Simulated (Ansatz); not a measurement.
The system is Te.

```
Te
1.0
     5.22326    0.00000    0.00000
     0.00000    5.22326    0.00000
     0.00000    0.00000    5.22326
Te
4
Direct
  0.87500 0.12500 0.62500
  0.37500 0.37500 0.37500
  0.12500 0.62500 0.87500
  0.62500 0.87500 0.12500
```

The cell was built by a generator and needn't be a form met in nature.

Base run:

```yaml
Program: Ansatz 0.2.0
Functional: HSE06 form with a typed share of exact exchange
Potentials_or_basis: Ansatz PAW
Cutoff: "420 eV (not typed: the program's choice for these potentials)"
k_mesh: 3 × 3 × 3
Occupations: fermi-dirac, width 0.05 eV
Spin: no spin polarisation
```

Its results: band gap on the k mesh 0.50 eV, indirect (least direct gap 1.08 eV); pressure -2.7 GPa.

The run is repeated on the same cell with these changes: share of exact exchange from 0.4 to 0.15. What comes out?

Band gap on the k mesh 0.30 eV, indirect (least direct gap 0.88 eV); pressure -0.9 GPa.

Caveats: odd divisions of the mesh miss points on the zone boundary, where band edges often lie, so the gap on the mesh can be too wide; spin-orbit coupling is left out, which moves the levels of the heavy elements; the PAW data sets come from PBE, with cores solved anew for the run's functional, which leaves a small shift of forces and pressure; the thresholds are loose for stress.

A k mesh can miss the band edges.
